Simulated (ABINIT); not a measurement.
Here is an ABINIT 10.8.3 (patched build) calculation.

The input run.abi:

```
ndtset 2

pp_dirpath "./"
pseudos "Ga.GGA_PBE-JTH.xml, N.GGA_PBE-JTH.xml"

acell 3*1.0
rprim
     6.0093290763     0.0000000000     0.0000000000
    -3.0046645382     5.2042316397     0.0000000000
     0.0000000000     0.0000000000     9.7623251598
ntypat 2
znucl 31 7
natom 4
typat 1 1 2 2
xred
     0.6666666667     0.3333333333     0.5000000000
     0.3333333333     0.6666666667     0.0000000000
     0.6666666667     0.3333333333     0.8750000000
     0.3333333333     0.6666666667     0.3750000000

ecut 26.0
pawecutdg 48.0
pawxcdev 0

ixc 11

occopt 3
tsmear 0.05 eV

nspinor 2
nspden 1
pawspnorb 1

nstep 100

iomode 3
prtwf 0
prteig 0
prtebands 0
enunit 1
prtden1 1

kptopt1 4
ngkpt1 8 8 4
nshiftk1 1
shiftk1 0.0 0.0 0.0
nband1 44
tolvrs1 1.0e-9

iscf2 -2
getden2 1
nband2 56
nbdbuf2 8
tolwfr2 1.0e-11
kptopt2 -7
ndivsm2 6
prteig2 1
prtvol2 -3
kptbounds2
     0.0000000000     0.0000000000     0.0000000000
     0.5000000000     0.0000000000     0.0000000000
     0.3333333333     0.3333333333     0.0000000000
     0.0000000000     0.0000000000     0.0000000000
     0.0000000000     0.0000000000     0.5000000000
     0.5000000000     0.0000000000     0.5000000000
     0.3333333333     0.3333333333     0.5000000000
     0.0000000000     0.0000000000     0.5000000000
```

Potentials or basis: JTH PAW PBE v2.0.

Run with:

```bash
$ abinit run.abi > log 2>&1
```

(1) What does it give for the pressure?

(2) Predict the band gap on the k mesh.

## Answers

(1) 7.8 GPa.

(2) 1.96 eV, direct.

**What was measured.**

“Studying electronic properties in GaN without electrical contacts using γ-γ vs e−-γ Perturbed Angular Correlations”, 2019, pmc:6823545 quotes, for a bulk crystal of GaN: band gap 3.503 ± 0.005 eV (direct).

Against the measured gap of GaN, 3.503 eV (direct; quoted in “Studying electronic properties in GaN without electrical contacts using γ-γ vs e−-γ Perturbed Angular Correlations”, 2019, pmc:6823545), the calculated 1.96 eV is off by -1.55 eV. The value is that of PBE, without temperature or zero-point motion. Semilocal functionals fall short of measured gaps as a rule.
